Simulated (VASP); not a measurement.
# InAs (F-43m) in VASP: a series of runs

InAs is run at these levels: BLYP+D4, LDA, RPBE, r2SCAN, r2SCAN+rVV10; tasks: single point.

All numbers are computed with VASP 6.6.1; they aren't measurements. Logs are shortened: lines on timing, memory, paths and dates and some standing lists are left out, and cuts for length are marked.

**Experimental background.**

A printed reference work, data compilation reports, for a bulk crystal of InAs at 4.2 K: band gap 0.418 eV (direct).

How close the calculation comes is told below.

**1. The cell of the first run**

It takes space group F-43m (No. 216, cubic). The conventional cell has a = 6.149 Å, b = 6.149 Å, c = 6.149 Å, α = 90.00°, β = 90.00°, γ = 90.00°. In (site symmetry -43m) has 4 As at 2.66 Å within 3.5 Å. As (site symmetry -43m) has 4 In at 2.66 Å within 3.5 Å.

**2. Single point, BLYP+D4**

INCAR reads:

```
PREC = Accurate
ENCUT = 520
EDIFF = 1E-7
ISMEAR = -1
SIGMA = 0.05
LREAL = False
LASPH = True
NELM = 60
ALGO = Normal
ISIF = 2
LWAVE = False
LCHARG = True
GGA = B5
ALDAX = 1.0
AGGAX = 1.0
AGGAC = 1.0
ALDAC = 0.0
IVDW = 13
VDW_S6 = 1.0
VDW_S8 = 2.34076671
VDW_A1 = 0.44488865
VDW_A2 = 4.0933009
LELF = True
LVHAR = True
NBANDS = 16
```

KPOINTS reads:

```
Automatic mesh
0
Gamma
  8 8 8
```

POSCAR reads:

```
InAs
1.0
    0.0000000000      3.0747076404      3.0747076404
    3.0747076404      0.0000000000      3.0747076404
    3.0747076404      3.0747076404      0.0000000000
In As
1 1
Direct
    0.0000000000      0.0000000000      0.0000000000
    0.7500000000      0.7500000000      0.7500000000
```

Potentials or basis: VASP PAW PBE potentials, release 64 (In_d, As).

Run with:

```sh
$ cat potpaw_PBE.64/In_d/POTCAR potpaw_PBE.64/As/POTCAR > POTCAR
$ mpirun -np 1 vasp_std > vasp.out
```

OUTCAR:

```text
PREC = Accurate
   ENCUT = 520
   EDIFF = 1E-7
   ISMEAR = -1
   LREAL = False
   LASPH = True
   NELM = 60
   ISIF = 2
   GGA = B5
   IVDW = 13

 ion  position               nearest neighbor table
   1  0.000  0.000  0.000-   2 2.66   2 2.66   2 2.66   2 2.66
   2  0.750  0.750  0.750-   1 2.66   1 2.66   1 2.66   1 2.66

  LATTYP: Found a face centered cubic cell.
 ALAT       =     6.1494152808

  Lattice vectors:

 A1 = (   0.0000000000,   3.0747076404,   3.0747076404)
 A2 = (   3.0747076404,   0.0000000000,   3.0747076404)
 A3 = (   3.0747076404,   3.0747076404,   0.0000000000)

Analysis of symmetry for initial positions (statically):
=====================================================================
 Subroutine PRICEL returns:
 Original cell was already a primitive cell.

 Routine SETGRP: Setting up the symmetry group for a
 face centered cubic supercell.

 Subroutine GETGRP returns: Found 24 space group operations
 (whereof 24 operations were pure point group operations)
 out of a pool of 48 trial point group operations.

The static configuration has the point symmetry T_d .

Analysis of symmetry for dynamics (positions and initial velocities):
=====================================================================
 Subroutine PRICEL returns:
 Original cell was already a primitive cell.

 Routine SETGRP: Setting up the symmetry group for a
 face centered cubic supercell.

 Subroutine GETGRP returns: Found 24 space group operations
 (whereof 24 operations were pure point group operations)
 out of a pool of 48 trial point group operations.

The dynamic configuration has the point symmetry T_d .

 Subroutine INISYM returns: Found 24 space group operations
 (whereof 24 operations are pure point group operations),
 and found     1 'primitive' translations

----------------------------------------------------------------------------------------

                                     Primitive cell

  volume of cell :      58.1355

  direct lattice vectors                    reciprocal lattice vectors
     0.000000000  3.074707640  3.074707640    -0.162617087  0.162617087  0.162617087
     3.074707640  0.000000000  3.074707640     0.162617087 -0.162617087  0.162617087
     3.074707640  3.074707640  0.000000000     0.162617087  0.162617087 -0.162617087

  length of vectors
     4.348293245  4.348293245  4.348293245     0.281661057  0.281661057  0.281661057

  position of ions in fractional coordinates (direct lattice)
     0.000000000  0.000000000  0.000000000
     0.750000000  0.750000000  0.750000000

  ion indices of the primitive-cell ions
   primitive index   ion index
                 1           1
                 2           2

----------------------------------------------------------------------------------------

 KPOINTS: Automatic mesh

Automatic generation of k-mesh.
 Grid dimensions read from file:
 generate k-points for:    8    8    8

 Generating k-lattice:

  Cartesian coordinates                     Fractional coordinates (reciprocal lattice)
    -0.020327136  0.020327136  0.020327136     0.125000000  0.000000000  0.000000000
     0.020327136 -0.020327136  0.020327136     0.000000000  0.125000000  0.000000000
     0.020327136  0.020327136 -0.020327136     0.000000000  0.000000000  0.125000000

  Length of vectors
     0.035207632  0.035207632  0.035207632

  Shift w.r.t. Gamma in fractional coordinates (k-lattice)
     0.000000000  0.000000000  0.000000000

 Subroutine IBZKPT returns following result:
 ===========================================

 Found     29 irreducible k-points:

 Following reciprocal coordinates:
            Coordinates               Weight
  0.000000  0.000000  0.000000      1.000000
  0.125000  0.000000  0.000000      8.000000
  0.250000  0.000000  0.000000      8.000000
  0.375000  0.000000  0.000000      8.000000
  0.500000  0.000000  0.000000      4.000000
  0.125000  0.125000  0.000000      6.000000
[... 16 lines left out ...]
  0.500000  0.250000  0.125000     48.000000
 -0.375000  0.250000  0.125000     24.000000
 [... further k-points ...]
   k-points           NKPTS =     29   k-points in BZ     NKDIM =     29   number of bands    NBANDS=     16
   number of dos      NEDOS =    301   number of ions     NIONS =      2
   total plane-waves  NPLWV =  32768
   dimension x,y,z NGX =    32 NGY =   32 NGZ =   32
   dimension x,y,z NGXF=    64 NGYF=   64 NGZF=   64
   ions per type =               1   1
   NGX,Y,Z   is equivalent  to a cutoff of  12.23, 12.23, 12.23 a.u.
   NGXF,Y,Z  is equivalent  to a cutoff of  24.47, 24.47, 24.47 a.u.
 SYSTEM =  unknown system
   PREC   = accura    normal or accurate (medium, high low for compatibility)
   ISTART =      0    job   : 0-new  1-cont  2-samecut
   ICHARG =      2    charge: 1-file 2-atom 10-const
   ISPIN  =      1    spin polarized calculation?
   LNONCOLLINEAR =      F non collinear calculations
   LSORBIT =      F    spin-orbit coupling
   LASPH  =      T    aspherical Exc in radial PAW
   ENCUT  =  520.0 eV  38.22 Ry    6.18 a.u.   8.08  8.08  8.08*2*pi/ulx,y,z
   NELM   =     60;   NELMIN=  2; NELMDL= -5     # of ELM steps
   EDIFF  = 0.1E-06   stopping-criterion for ELM
   LREAL  =      F    real-space projection
   EDIFFG = 0.1E-05   stopping-criterion for IOM
   NSW    =      0    number of steps for IOM
   IBRION =     -1    ionic relax: 0-MD 1-quasi-New 2-CG
   NFREE  =      0    steps in history (QN), initial steepest desc. (CG)
   ISIF   =      2    stress and relaxation
   ISYM   =      2    0-nonsym 1-usesym 2-fastsym
   POTIM  = 0.5000    time-step for ionic-motion
   TEBEG  =    0.0;   TEEND  =   0.0 temperature during run
   PSTRESS=    0.0 pullay stress
   NELECT =      18.0000    total number of electrons
   NUPDOWN=      -1.0000    fix difference up-down
   EMIN   =  10.00;   EMAX   =-10.00  energy-range for DOS
   EFERMI =   0.00;   METHOD = LEGACY
   ISMEAR =    -1;   SIGMA  =   0.05  broadening in eV -4-tet -1-fermi 0-gaus
   EFERMI_NEDOS =   21; number of points for ismear=-14 and -15
   IALGO  =     38    algorithm
   IMIX   =      4    mixing-type and parameters
     AMIX     =   0.40;   BMIX     =  1.00
     AMIX_MAG =   1.60;   BMIX_MAG =  1.00
  volume/ion in A,a.u.               =      29.07       196.16
  Fermi-wavevector in a.u.,A,eV,Ry     =   1.107521  2.092911 16.688934  1.226602
  Thomas-Fermi vector in A             =   2.244036
   LORBIT       =      0    0 simple, 1 ext, 2 COOP (PROOUT), +10 PAW based schemes
   GGA     = B5    functional components
   LHFCALC =     F    Hartree Fock is set to
   AEXX    =    0.0000 exact exchange contribution
   IVDW    =    13    specifies the selected vdW correction
   LEPSILON=     F    determine dielectric tensor
   LRPA    =     F    only Hartree local field effects (RPA)
 non-spin polarized calculation
  energy-cutoff  :      520.00
  volume of cell :       58.14
 maximum number of plane-waves:      1588
   NGX = 17   NGY = 17   NGZ = 17

 number of electron      18.0000004 magnetization

 Free energy of the ion-electron system (eV)
  ---------------------------------------------------
  ext. energy  EPLUGINS =         0.00000000
  ---------------------------------------------------
  free energy    TOTEN  =        -6.47484128 eV

  energy without entropy =       -6.47426169  energy(sigma->0) =       -6.47455148

 E-fermi :   4.4873     XC(G=0):  -8.3172

 val. band max:        4.4354210143   @ k =   0.0000   0.0000   0.0000
 cond. band min:       5.2612461538   @ k =   0.5000   0.0000   0.0000
 fundamental gap:      0.8258251394
 Fermi energy:         4.4872889441

 k-point     1 :       0.0000    0.0000    0.0000
  band No.  band energies     occupation
      1      -9.9017      2.00000
      2      -9.9017      2.00000
      3      -9.9017      2.00000
      4      -9.7933      2.00000
      5      -9.7933      2.00000
      6      -7.1415      2.00000
[... 8 lines left out ...]
     15      14.1124      0.00000
     16      14.1124      0.00000

 k-point     2 :       0.1250    0.0000    0.0000
  band No.  band energies     occupation
      1      -9.9176      2.00000
      2      -9.8969      2.00000
      3      -9.8969      2.00000
      4      -9.7934      2.00000
      5      -9.7934      2.00000
      6      -6.9960      2.00000
[... 8 lines left out ...]
     15      13.3148      0.00000
     16      13.3148      0.00000

 k-point     3 :       0.2500    0.0000    0.0000
  band No.  band energies     occupation
      1      -9.9541      2.00000
      2      -9.8863      2.00000
      3      -9.8863      2.00000
      4      -9.7924      2.00000
      5      -9.7924      2.00000
      6      -6.5991      2.00000
[... 8 lines left out ...]
     15      13.0734      0.00000
     16      13.0734      0.00000

 k-point     4 :       0.3750    0.0000    0.0000
  band No.  band energies     occupation
      1      -9.9883      2.00000
      2      -9.8779      2.00000
      3      -9.8779      2.00000
      4      -9.7890      2.00000
      5      -9.7890      2.00000
      6      -6.1007      2.00000
[... 8 lines left out ...]
     15      13.9335      0.00000
     16      13.9335      0.00000

 k-point     5 :       0.5000    0.0000    0.0000
  band No.  band energies     occupation
      1     -10.0018      2.00000
      2      -9.8751      2.00000
      3      -9.8751      2.00000
      4      -9.7869      2.00000
      5      -9.7869      2.00000
      6      -5.8421      2.00000
[... 8 lines left out ...]
     15      15.1053      0.00000
     16      15.1053      0.00000

 k-point     6 :       0.1250    0.1250    0.0000
  band No.  band energies     occupation
      1      -9.9280      2.00000
      2      -9.8922      2.00000
      3      -9.8922      2.00000
      4      -9.7970      2.00000
      5      -9.7906      2.00000
      6      -6.9477      2.00000
[... 8 lines left out ...]
     15      13.1176      0.00000
     16      14.2794      0.00000

 k-point     7 :       0.2500    0.1250    0.0000
  band No.  band energies     occupation
      1      -9.9577      2.00000
      2      -9.8832      2.00000
      3      -9.8812      2.00000
      4      -9.7996      2.00000
      5      -9.7880      2.00000
      6      -6.6336      2.00000
[... 8 lines left out ...]
     15      14.0232      0.00000
     16      14.0414      0.00000

 k-point     8 :       0.3750    0.1250    0.0000
  band No.  band energies     occupation
      1      -9.9888      2.00000
      2      -9.8759      2.00000
      3      -9.8718      2.00000
      4      -9.7980      2.00000
      5      -9.7856      2.00000
      6      -6.1574      2.00000
[... 8 lines left out ...]
     15      13.9303      0.00000
     16      14.5796      0.00000

 k-point     9 :       0.5000    0.1250    0.0000
  band No.  band energies     occupation
      1     -10.0061      2.00000
      2      -9.8723      2.00000
      3      -9.8686      2.00000
      4      -9.7928      2.00000
      5      -9.7858      2.00000
      6      -5.7861      2.00000
[... 8 lines left out ...]
     15      14.5265      0.00000
     16      15.1612      0.00000
[... 172 lines left out ...]
 k-point    19 :       0.5000    0.3750    0.0000
  band No.  band energies     occupation
      1     -10.0438      2.00000
      2      -9.8431      2.00000
      3      -9.8395      2.00000
      4      -9.8181      2.00000
      5      -9.7772      2.00000
      6      -5.4487      2.00000
[... 8 lines left out ...]
     15      15.7021      0.00000
     16      16.1039      0.00000

 k-point    20 :      -0.3750    0.3750    0.0000
  band No.  band energies     occupation
      1     -10.0355      2.00000
      2      -9.8529      2.00000
      3      -9.8438      2.00000
      4      -9.8097      2.00000
      5      -9.7828      2.00000
      6      -5.3788      2.00000
[... 8 lines left out ...]
     15      14.3950      0.00000
     16      16.9516      0.00000

 k-point    21 :       0.5000    0.5000    0.0000
  band No.  band energies     occupation
      1     -10.0536      2.00000
      2      -9.8344      2.00000
      3      -9.8344      2.00000
      4      -9.8236      2.00000
      5      -9.7744      2.00000
      6      -5.3593      2.00000
[... 8 lines left out ...]
     15      15.9315      0.00000
     16      16.3198      0.00000

 k-point    22 :       0.3750    0.2500    0.1250
  band No.  band energies     occupation
      1      -9.9857      2.00000
      2      -9.8736      2.00000
      3      -9.8697      2.00000
      4      -9.8027      2.00000
      5      -9.7854      2.00000
      6      -6.2746      2.00000
[... 8 lines left out ...]
     15      14.5108      0.00000
     16      15.1218      0.00000

 k-point    23 :       0.5000    0.2500    0.1250
  band No.  band energies     occupation
      1     -10.0080      2.00000
      2      -9.8690      2.00000
      3      -9.8604      2.00000
      4      -9.8007      2.00000
      5      -9.7855      2.00000
      6      -5.8305      2.00000
[... 8 lines left out ...]
     15      14.6242      0.00000
     16      15.5524      0.00000

 k-point    24 :      -0.3750    0.2500    0.1250
  band No.  band energies     occupation
      1     -10.0163      2.00000
      2      -9.8681      2.00000
      3      -9.8569      2.00000
      4      -9.7974      2.00000
      5      -9.7871      2.00000
      6      -5.6055      2.00000
[... 8 lines left out ...]
     15      14.8716      0.00000
     16      15.4611      0.00000

 [... further k-points ...]

------------------------ aborting loop because EDIFF is reached ----------------------------------------

  DFT-D4 for vdW energy calculation

  Edisp (eV):   -1.22134

  FORCE on cell =-STRESS in cart. coord.  units (eV):
  Direction    XX          YY          ZZ          XY          YZ          ZX
  --------------------------------------------------------------------------------------
  -------------------------------------------------------------------------------------
  Total       0.05381     0.05381     0.05381    -0.00000     0.00000    -0.00000
  in kB       1.48288     1.48288     1.48288    -0.00000     0.00000    -0.00000
  external pressure =        1.48 kB  Pullay stress =        0.00 kB

 VOLUME and BASIS-vectors are now :
 -----------------------------------------------------------------------------
  energy-cutoff  :      520.00
  volume of cell :       58.14
      direct lattice vectors                 reciprocal lattice vectors
     0.000000000  3.074707640  3.074707640    -0.162617087  0.162617087  0.162617087
     3.074707640  0.000000000  3.074707640     0.162617087 -0.162617087  0.162617087
     3.074707640  3.074707640  0.000000000     0.162617087  0.162617087 -0.162617087

 POSITION                                       TOTAL-FORCE (eV/Angst)
 -----------------------------------------------------------------------------------
      0.00000      0.00000      0.00000         0.000000      0.000000     -0.000000
      4.61206      4.61206      4.61206        -0.000000      0.000000      0.000000
 -----------------------------------------------------------------------------------
    total drift:                                0.000000      0.000000     -0.000000

  FREE ENERGIE OF THE ION-ELECTRON SYSTEM (eV)
  ---------------------------------------------------
  free  energy   TOTEN  =        -7.6961830274 eV

  energy  without entropy=       -7.6956034388  energy(sigma->0) =       -7.69589323
```

It took 16 s on 1 thread of Intel Xeon 6975P-C (Granite Rapids), shared host; peak memory 0.18 GiB.

What came out:

```yaml
Free_energy: -7.6962 eV
Pressure: 0.1 GPa
Band_gap_on_the_k_mesh: zero (filled and empty bands touch)
Dispersion_energy_per_atom: -0.611 eV
```

Caveat: the PAW data sets were made with another functional, which shifts forces and pressure a little; spin-orbit coupling is left out, which moves the levels of the heavy elements; pairwise dispersion overbinds metals, which lowers pressure and volume.

(Continued in part 2 of 3.)
